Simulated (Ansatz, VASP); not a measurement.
## Al2Cu in VASP and in Ansatz

Contents of INCAR:

```
SYSTEM = Al2Cu
PREC = Accurate ; ENCUT = 520
EDIFF = 1E-6 ; ISMEAR = 0
SIGMA = 0.15 ; LREAL = .False.
LASPH = .True. ; NELM = 80
ALGO = Normal ; ISIF = 2
LWAVE = .False. ; LCHARG = .True.
LELF = .True. ; LVHAR = .True.
NBANDS = 16
```

The input KPOINTS:

```
Automatic mesh
0
Gamma
  10 10 14
  0 0 0
```

The input POSCAR:

```
Al2Cu
1.0
    3.9479000000      0.0000000000      0.0000000000
    0.0000000000      3.9479000000      0.0000000000
    0.0000000000      0.0000000000      2.8213781230
Al Cu
2 1
Direct
    0.5000000000      0.0000000000      0.5000000000
    0.0000000000      0.5000000000      0.5000000000
    0.0000000000      0.0000000000      0.0000000000
```

Input for Ansatz:

```yaml
crystal:
  lattice:
    - [3.9479, 0.0, 0.0]
    - [0.0, 3.9479, 0.0]
    - [0.0, 0.0, 2.821378123]
  atoms:
    - { symbol: Al, position: [0.5, 0.0, 0.5] }
    - { symbol: Al, position: [0.0, 0.5, 0.5] }
    - { symbol: Cu, position: [0.0, 0.0, 0.0] }
basis:
  ecutwfc: 520.0
kpoints:
  mp_grid: { grid: [10, 10, 14] }
hamiltonian:
  xc: lda
  pseudopotentials: { kind: paw, azcp: { folder: soft_1 } }
scf:
  occupations: { method: gaussian, width: 0.15 }
output:
  forces: true
  stress: true
  eigenvalues: true
```

Alike in both runs: task single point; functional LDA; k mesh 10 × 10 × 14; occupations gaussian, width 0.15 eV; no spin polarisation.

|  | VASP | Ansatz |
| --- | --- | --- |
| version | VASP 6.6.1 | Ansatz 0.2.0 |
| potentials or method | VASP PAW LDA potentials, release 64 (Al, Cu) | scalar-relativistic, plane waves, PAW |
| plane-wave cutoff (eV) | 520 | 520 |
| valence electrons in the cell | 17 | 25 |

Ansatz gave:

```
gap on the k mesh at the Fermi level (eV)       : none
pressure (GPa)                                  : 5.6
largest component of the traceless stress (GPa) : 2.08
```

Question: Which values does VASP return?

Answer: gap on the k mesh at the Fermi level (eV): none; pressure (GPa): 5.8; largest component of the traceless stress (GPa): 2.04.

A gap of «none» marks a metal or a gap that the smearing closes. The two sets of potentials don't hold the same shells in valence. Ansatz warned: «pseudo_functional_mismatch».
